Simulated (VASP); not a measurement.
Here is a VASP 6.6.1 calculation.

run.py

```python
from ase.calculators.vasp import Vasp
from ase.dft.bandgap import bandgap
from ase.io import read

atoms = read('WC.cif')
calc = Vasp(
    directory='calc',
    xc='pbe',
    pp='PBE',
    setups={'base': 'minimal', 'W': '_sv'},
    pp_version='54',
    prec='Accurate',
    encut=520,
    ediff=1e-06,
    ismear=0,
    sigma=0.02,
    lreal=False,
    lasph=True,
    nelm=60,
    algo='Fast',
    isif=2,
    lwave=False,
    lcharg=False,
    kpts=[10, 10, 9],
    gamma=True,
)
atoms.calc = calc

print('energy (eV):', atoms.get_potential_energy())
print('free energy (eV):', atoms.get_potential_energy(force_consistent=True))
print('forces (eV/A):')
print(atoms.get_forces())
print('stress (eV/A^3, Voigt):', atoms.get_stress())
print('Fermi level (eV):', calc.get_fermi_level())
gap, top, bottom = bandgap(calc)
print('band gap (eV):', gap, 'from (spin, k, band)', top, 'to', bottom)
```

The input WC.cif:

```cif
data_WC
_cell_length_a 2.90650000
_cell_length_b 2.90650000
_cell_length_c 2.83660000
_cell_angle_alpha 90.00000000
_cell_angle_beta 90.00000000
_cell_angle_gamma 120.00000000
_space_group_name_H-M_alt 'P1'
_space_group_name_Hall 'P 1'
_space_group_IT_number 1
loop_
_space_group_symop_operation_xyz
'x,y,z'
loop_
_atom_site_label
_atom_site_type_symbol
_atom_site_symmetry_multiplicity
_atom_site_Wyckoff_symbol
_atom_site_fract_x
_atom_site_fract_y
_atom_site_fract_z
_atom_site_occupancy
W1 W 1 a 0.0000000000 0.0000000000 0.0000000000 1
C1 C 1 a 0.6666666667 0.3333333333 0.5000000000 1
```

Potentials or basis: VASP PAW PBE potentials, release 54 (W_sv, C).

The run is started by

```sh
$ python run.py
```

What does it give for the pressure?

6.8 GPa.

Predict the band gap on the k mesh.

none (metal or under the smearing width).

Stress tensor (GPa, compression positive):
```
6.97 0.00 0.00
0.00 6.97 0.00
0.00 0.00 6.31
```

Spin-orbit coupling is left out, which matters for the levels of W.
